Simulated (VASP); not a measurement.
Set up this calculation in VASP 6.6.1, as the native input.

```
Task                   : single point
Functional             : PBE
Potentials or basis    : VASP PAW PBE potentials, release 64 (Br_GW)
Cutoff                 : 500 eV
k mesh                 : 8 × 8 × 8
Occupations            : gaussian, width 0.02 eV
Spin                   : no spin polarisation
Further INCAR settings : ALGO = Fast; EDIFF = 1e-06; NBANDS = 10
```

The structure of Br lies in POSCAR:

```
Br
1.0
   -1.4234917050      1.4234917050      3.5775173700
    1.4234917050     -1.4234917050      3.5775173700
    1.4234917050      1.4234917050     -3.5775173700
Br
1
Direct
    0.0000000000      0.0000000000      0.0000000000
```

One way to write it, as run:

INCAR

```
ALGO = Fast
EDIFF = 1E-6
ENCUT = 500
GGA = PE
ISIF = 2
ISMEAR = 0
LASPH = True
LCHARG = True
LELF = True
LREAL = False
LVHAR = True
LWAVE = False
NBANDS = 10
NELM = 100
PREC = Accurate
SIGMA = 0.02
```

KPOINTS

```
k-points
0
Gamma
  8 8 8
```

Potentials or basis: VASP PAW PBE potentials, release 64 (Br_GW).

Launch:

```console
$ cat potpaw_PBE.64/Br_GW/POTCAR > POTCAR
$ mpirun -np 1 vasp_std > vasp.out
```

It gave:

```
Pressure               : 1.4 GPa
Band gap on the k mesh : none (metal or under the smearing width)
```

Caveat: the k mesh is coarse (spacing up to 0.39 Å⁻¹), so the values aren't converged; an odd number of electrons without spin polarisation forces a metal; a magnetic or distorted state may lie lower.

Run time: 18 s on 1 thread of Intel(R) Xeon(R) 6975P-C (Granite Rapids), on a shared host, peak memory 0.15 GiB.
